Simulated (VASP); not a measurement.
# CaSe (Fm-3m) in VASP: settings compared

The runs below take CaSe through single point, with PBEsol, r2SCAN, PBE.

All numbers are computed with VASP 6.6.1; they aren't measurements. Logs are shortened: lines on timing, memory, paths and dates and some standing lists are left out, and cuts for length are marked.

**Experimental background.**

A printed reference work, monograph, original work of 1988 reports, for a bulk crystal of CaSe at 2 K: band gap 3.85 eV (indirect).

How close the calculation comes is told below.

## Step 1: The cell of the first run

Symmetry: Fm-3m, No. 225, cubic system. The conventional cell has a = 5.912 Å, b = 5.912 Å, c = 5.912 Å, α = 90.00°, β = 90.00°, γ = 90.00°. Se (site symmetry m-3m) has 6 Ca at 2.96 Å within 3.9 Å. Within 3.9 Å of Ca (site symmetry m-3m) lie 6 Se at 2.96 Å.

## Step 2: Single point, PBEsol

Input file INCAR:

```
SYSTEM = CaSe
ALGO = Normal ; EDIFF = 1E-6
ENCUT = 520 ; GGA = PS
ISIF = 2 ; ISMEAR = -1
LASPH = .TRUE. ; LCHARG = .FALSE.
LREAL = .FALSE. ; LWAVE = .FALSE.
NBANDS = 15 ; NELM = 80
PREC = Accurate ; SIGMA = 0.05
```

Input file KPOINTS:

```
k-points
0
G
  6 6 6
  0 0 0
```

Input file POSCAR:

```
CaSe
1.0
    0.0000000000      2.9560000000      2.9560000000
    2.9560000000      0.0000000000      2.9560000000
    2.9560000000      2.9560000000      0.0000000000
Se Ca
1 1
Direct
    0.5000000000      0.5000000000      0.5000000000
    0.0000000000      0.0000000000      0.0000000000
```

Potentials or basis: VASP PAW PBE potentials, release 64 (Se, Ca_sv).

Run with:

```console
> cat potpaw_PBE.64/Se/POTCAR potpaw_PBE.64/Ca_sv/POTCAR > POTCAR
> mpirun -np 1 vasp_std > vasp.out
```

OUTCAR:

```text
SYSTEM = CaSe
   EDIFF = 1E-6
   ENCUT = 520
   GGA = PS
   ISIF = 2
   ISMEAR = -1
   LASPH = .TRUE.
   LREAL = .FALSE.
   NELM = 80
   PREC = Accurate

 ion  position               nearest neighbor table
   1  0.500  0.500  0.500-   2 2.96   2 2.96   2 2.96   2 2.96   2 2.96   2 2.96
   2  0.000  0.000  0.000-   1 2.96   1 2.96   1 2.96   1 2.96   1 2.96   1 2.96

  LATTYP: Found a face centered cubic cell.
 ALAT       =     5.9120000000

  Lattice vectors:

 A1 = (   0.0000000000,   2.9560000000,   2.9560000000)
 A2 = (   2.9560000000,   0.0000000000,   2.9560000000)
 A3 = (   2.9560000000,   2.9560000000,   0.0000000000)

Analysis of symmetry for initial positions (statically):
=====================================================================
 Subroutine PRICEL returns:
 Original cell was already a primitive cell.

 Routine SETGRP: Setting up the symmetry group for a
 face centered cubic supercell.

 Subroutine GETGRP returns: Found 48 space group operations
 (whereof 48 operations were pure point group operations)
 out of a pool of 48 trial point group operations.

The static configuration has the point symmetry O_h .

Analysis of symmetry for dynamics (positions and initial velocities):
=====================================================================
 Subroutine PRICEL returns:
 Original cell was already a primitive cell.

 Routine SETGRP: Setting up the symmetry group for a
 face centered cubic supercell.

 Subroutine GETGRP returns: Found 48 space group operations
 (whereof 48 operations were pure point group operations)
 out of a pool of 48 trial point group operations.

The dynamic configuration has the point symmetry O_h .

 Subroutine INISYM returns: Found 48 space group operations
 (whereof 48 operations are pure point group operations),
 and found     1 'primitive' translations

----------------------------------------------------------------------------------------

                                     Primitive cell

  volume of cell :      51.6587

  direct lattice vectors                    reciprocal lattice vectors
     0.000000000  2.956000000  2.956000000    -0.169147497  0.169147497  0.169147497
     2.956000000  0.000000000  2.956000000     0.169147497 -0.169147497  0.169147497
     2.956000000  2.956000000  0.000000000     0.169147497  0.169147497 -0.169147497

  length of vectors
     4.180415290  4.180415290  4.180415290     0.292972058  0.292972058  0.292972058

  position of ions in fractional coordinates (direct lattice)
     0.500000000  0.500000000  0.500000000
     0.000000000  0.000000000  0.000000000

  ion indices of the primitive-cell ions
   primitive index   ion index
                 1           1
                 2           2

----------------------------------------------------------------------------------------

 KPOINTS: k-points

Automatic generation of k-mesh.
 Grid dimensions read from file:
 generate k-points for:    6    6    6

 Generating k-lattice:

  Cartesian coordinates                     Fractional coordinates (reciprocal lattice)
    -0.028191249  0.028191249  0.028191249     0.166666667  0.000000000  0.000000000
     0.028191249 -0.028191249  0.028191249     0.000000000  0.166666667  0.000000000
     0.028191249  0.028191249 -0.028191249     0.000000000  0.000000000  0.166666667

  Length of vectors
     0.048828676  0.048828676  0.048828676

  Shift w.r.t. Gamma in fractional coordinates (k-lattice)
     0.000000000  0.000000000  0.000000000

 Subroutine IBZKPT returns following result:
 ===========================================

 Found     16 irreducible k-points:

 Following reciprocal coordinates:
            Coordinates               Weight
  0.000000  0.000000  0.000000      1.000000
  0.166667  0.000000  0.000000      8.000000
  0.333333  0.000000  0.000000      8.000000
  0.500000  0.000000  0.000000      4.000000
  0.166667  0.166667  0.000000      6.000000
  0.333333  0.166667  0.000000     24.000000
[... 8 lines left out ...]
 -0.333333  0.333333  0.166667     24.000000
 -0.333333  0.500000  0.166667     12.000000
   k-points           NKPTS =     16   k-points in BZ     NKDIM =     16   number of bands    NBANDS=     15
   number of dos      NEDOS =    301   number of ions     NIONS =      2
   total plane-waves  NPLWV =  32768
   dimension x,y,z NGX =    32 NGY =   32 NGZ =   32
   dimension x,y,z NGXF=    64 NGYF=   64 NGZF=   64
   ions per type =               1   1
   NGX,Y,Z   is equivalent  to a cutoff of  12.73, 12.73, 12.73 a.u.
   NGXF,Y,Z  is equivalent  to a cutoff of  25.45, 25.45, 25.45 a.u.
 SYSTEM =  CaSe
   PREC   = accura    normal or accurate (medium, high low for compatibility)
   ISTART =      0    job   : 0-new  1-cont  2-samecut
   ICHARG =      2    charge: 1-file 2-atom 10-const
   ISPIN  =      1    spin polarized calculation?
   LNONCOLLINEAR =      F non collinear calculations
   LSORBIT =      F    spin-orbit coupling
   LASPH  =      T    aspherical Exc in radial PAW
   ENCUT  =  520.0 eV  38.22 Ry    6.18 a.u.   7.77  7.77  7.77*2*pi/ulx,y,z
   NELM   =     80;   NELMIN=  2; NELMDL= -5     # of ELM steps
   EDIFF  = 0.1E-05   stopping-criterion for ELM
   LREAL  =      F    real-space projection
   EDIFFG = 0.1E-04   stopping-criterion for IOM
   NSW    =      0    number of steps for IOM
   IBRION =     -1    ionic relax: 0-MD 1-quasi-New 2-CG
   NFREE  =      0    steps in history (QN), initial steepest desc. (CG)
   ISIF   =      2    stress and relaxation
   ISYM   =      2    0-nonsym 1-usesym 2-fastsym
   POTIM  = 0.5000    time-step for ionic-motion
   TEBEG  =    0.0;   TEEND  =   0.0 temperature during run
   PSTRESS=    0.0 pullay stress
   NELECT =      16.0000    total number of electrons
   NUPDOWN=      -1.0000    fix difference up-down
   EMIN   =  10.00;   EMAX   =-10.00  energy-range for DOS
   EFERMI =   0.00;   METHOD = LEGACY
   ISMEAR =    -1;   SIGMA  =   0.05  broadening in eV -4-tet -1-fermi 0-gaus
   EFERMI_NEDOS =   21; number of points for ismear=-14 and -15
   IALGO  =     38    algorithm
   IMIX   =      4    mixing-type and parameters
     AMIX     =   0.40;   BMIX     =  1.00
     AMIX_MAG =   1.60;   BMIX_MAG =  1.00
  volume/ion in A,a.u.               =      25.83       174.30
  Fermi-wavevector in a.u.,A,eV,Ry     =   1.107645  2.093145 16.692666  1.226876
  Thomas-Fermi vector in A             =   2.244161
   LORBIT       =      0    0 simple, 1 ext, 2 COOP (PROOUT), +10 PAW based schemes
   GGA     = PS    functional components
   LHFCALC =     F    Hartree Fock is set to
   AEXX    =    0.0000 exact exchange contribution
   IVDW    =     0    specifies the selected vdW correction
   LEPSILON=     F    determine dielectric tensor
   LRPA    =     F    only Hartree local field effects (RPA)
 non-spin polarized calculation
  energy-cutoff  :      520.00
  volume of cell :       51.66
 maximum number of plane-waves:      1411
   NGX = 15   NGY = 15   NGZ = 15

 number of electron      15.9999998 magnetization

 Free energy of the ion-electron system (eV)
  ---------------------------------------------------
  ext. energy  EPLUGINS =         0.00000000
  ---------------------------------------------------
  free energy    TOTEN  =       -10.07069337 eV

  energy without entropy =      -10.07069337  energy(sigma->0) =      -10.07069337

 E-fermi :   3.3226     XC(G=0):  -9.3337

 val. band max:        2.3548071142   @ k =   0.0000   0.0000   0.0000
 cond. band min:       4.2771315317   @ k =   0.5000   0.5000   0.0000
 fundamental gap:      1.9223244174
 Fermi energy:         3.3225559960

 k-point     1 :       0.0000    0.0000    0.0000
  band No.  band energies     occupation
      1     -37.1815      2.00000
      2     -18.2564      2.00000
      3     -18.2564      2.00000
      4     -18.2564      2.00000
      5      -9.4757      2.00000
      6       2.3548      2.00000
      7       2.3548      2.00000
      8       2.3548      2.00000
      9       5.5456      0.00000
     10       6.0021      0.00000
     11       6.0021      0.00000
     12       6.0021      0.00000
     13       6.6050      0.00000
     14       6.6050      0.00000
     15      11.8923      0.00000

 k-point     2 :       0.1667    0.0000    0.0000
  band No.  band energies     occupation
      1     -37.1797      2.00000
      2     -18.2871      2.00000
      3     -18.2584      2.00000
      4     -18.2584      2.00000
      5      -9.3124      2.00000
      6       1.1372      2.00000
      7       1.9578      2.00000
      8       1.9578      2.00000
      9       5.8921      0.00000
     10       6.3657      0.00000
     11       6.3657      0.00000
     12       7.0697      0.00000
     13       7.3088      0.00000
     14       7.3088      0.00000
     15      12.0775      0.00000

 k-point     3 :       0.3333    0.0000    0.0000
  band No.  band energies     occupation
      1     -37.1762      2.00000
      2     -18.3472      2.00000
      3     -18.2625      2.00000
      4     -18.2625      2.00000
      5      -8.9587      2.00000
      6      -0.3797      2.00000
      7       1.3727      2.00000
      8       1.3727      2.00000
      9       6.1933      0.00000
     10       7.2042      0.00000
     11       7.2042      0.00000
     12       8.3850      0.00000
     13       8.7774      0.00000
     14       8.7774      0.00000
     15      11.7421      0.00000
[... 199 lines left out ...]
 k-point    15 :      -0.3333    0.3333    0.1667
  band No.  band energies     occupation
      1     -37.1726      2.00000
      2     -18.3397      2.00000
      3     -18.3038      2.00000
      4     -18.2818      2.00000
      5      -8.7878      2.00000
      6      -0.2174      2.00000
      7       0.5066      2.00000
      8       0.9966      2.00000
      9       6.7344      0.00000
     10       6.8148      0.00000
     11       8.0638      0.00000
     12       8.2457      0.00000
     13       8.3255      0.00000
     14      10.0999      0.00000
     15      10.9663      0.00000

 k-point    16 :      -0.3333    0.5000    0.1667
  band No.  band energies     occupation
      1     -37.1720      2.00000
      2     -18.3298      2.00000
      3     -18.3039      2.00000
      4     -18.2963      2.00000
      5      -8.8193      2.00000
      6       0.0312      2.00000
      7       0.7440      2.00000
      8       0.8177      2.00000
      9       5.5987      0.00000
     10       7.4921      0.00000
     11       7.6772      0.00000
     12       8.1572      0.00000
     13       8.4025      0.00000
     14       9.3133      0.00000
     15      11.7806      0.00000

------------------------ aborting loop because EDIFF is reached ----------------------------------------

  FORCE on cell =-STRESS in cart. coord.  units (eV):
  Direction    XX          YY          ZZ          XY          YZ          ZX
  --------------------------------------------------------------------------------------
  -------------------------------------------------------------------------------------
  Total       -0.2896196     -0.2896196     -0.2896196     -0.0000000      0.0000000      0.0000000
  in kB       -8.9824597     -8.9824597     -8.9824597     -0.0000000      0.0000000      0.0000000
  external PRESSURE =      -8.9824597 kB  Pullay stress =       0.0000000 kB

 VOLUME and BASIS-vectors are now :
 -----------------------------------------------------------------------------
  energy-cutoff  :      520.00
  volume of cell :       51.66
      direct lattice vectors                 reciprocal lattice vectors
     0.000000000  2.956000000  2.956000000    -0.169147497  0.169147497  0.169147497
     2.956000000  0.000000000  2.956000000     0.169147497 -0.169147497  0.169147497
     2.956000000  2.956000000  0.000000000     0.169147497  0.169147497 -0.169147497

 POSITION                                       TOTAL-FORCE (eV/Angst)
 -----------------------------------------------------------------------------------
      2.95600      2.95600      2.95600        -0.000000      0.000000     -0.000000
      0.00000      0.00000      0.00000         0.000000     -0.000000      0.000000
 -----------------------------------------------------------------------------------
    total drift:                                0.000000     -0.000000     -0.000000

  FREE ENERGIE OF THE ION-ELECTRON SYSTEM (eV)
  ---------------------------------------------------
  free  energy   TOTEN  =       -10.0706933709 eV

  energy  without entropy=      -10.0706933707  energy(sigma->0) =      -10.07069337
```

Wall time 14 s (1 thread of AMD EPYC 7R43 (Zen 3), shared host); peak memory 0.14 GiB.

Results:

| Quantity | Value |
| --- | --- |
| Free energy | -10.0707 eV |
| Pressure | -0.9 GPa |
| Band gap on the k mesh | 1.92 eV, indirect (least direct gap 2.87 eV) |

Caveat: the PAW data sets were made with another functional, which shifts forces and pressure a little.

[end of part 1 of 2]
